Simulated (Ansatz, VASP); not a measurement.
# CuAu in VASP and in Ansatz

File INCAR:

```
  PREC = Accurate
  ENCUT = 520
  EDIFF = 1E-6
  ISMEAR = 0
  SIGMA = 0.15
  LREAL = F
  LASPH = T
  NELM = 60
  ALGO = Fast
  ISIF = 2
  LWAVE = F
  LCHARG = F
  GGA = PE
  NBANDS = 18
```

Contents of KPOINTS:

```
Automatic mesh
0
Gamma
  18 18 14
```

File POSCAR:

```
CuAu
1.0
    2.7580000000      0.0000000000      0.0000000000
    0.0000000000      2.7580000000      0.0000000000
    0.0000000000      0.0000000000      3.6149500000
Cu Au
1 1
Direct
    0.5000000000      0.5000000000      0.5000000000
    0.0000000000      0.0000000000      0.0000000000
```

Input for Ansatz:

```yaml
crystal:
  lattice:
    - [2.758, 0.0, 0.0]
    - [0.0, 2.758, 0.0]
    - [0.0, 0.0, 3.61495]
  atoms:
    - { symbol: Cu, position: [0.5, 0.5, 0.5] }
    - { symbol: Au, position: [0.0, 0.0, 0.0] }
basis:
  ecutwfc: 420
kpoints:
  mp_grid: { grid: [18, 18, 14] }
hamiltonian:
  xc: pbe
scf:
  occupations: { method: gaussian, width: 0.15 }
output:
  forces: true
  stress: true
  eigenvalues: true
```

Change from the starting cell: strain -0.015 along x and y, -0.015 along z, atoms carried along.

Alike in both runs: task single point; functional PBE; k mesh 18 × 18 × 14; occupations gaussian, width 0.15 eV; no spin polarisation.

|  | VASP | Ansatz |
| --- | --- | --- |
| version | VASP 6.6.1 | Ansatz 0.2.0 |
| potentials or method | VASP PAW PBE potentials, release 64 (Cu, Au) | scalar-relativistic, plane waves, PAW |
| plane-wave cutoff (eV) | 520 | 420 |
| valence electrons in the cell | 22 | 38 |

|  | VASP | Ansatz | Ansatz less VASP |
| --- | --- | --- | --- |
| gap on the k mesh at the Fermi level (eV) | none | none | - |
| pressure (GPa) | 15.8 | 15.8 | -0.08 |
| largest component of the traceless stress (GPa) | 0.93 | 0.99 | +0.061 |

A gap of «none» marks a metal or a gap that the smearing closes. The two sets of potentials don't hold the same shells in valence.

Caveats: so large a pressure means that the cell lies far from this level's equilibrium, or that cutoff or potentials fall short (VASP). Spin-orbit coupling is left out, which matters for the levels of Au.
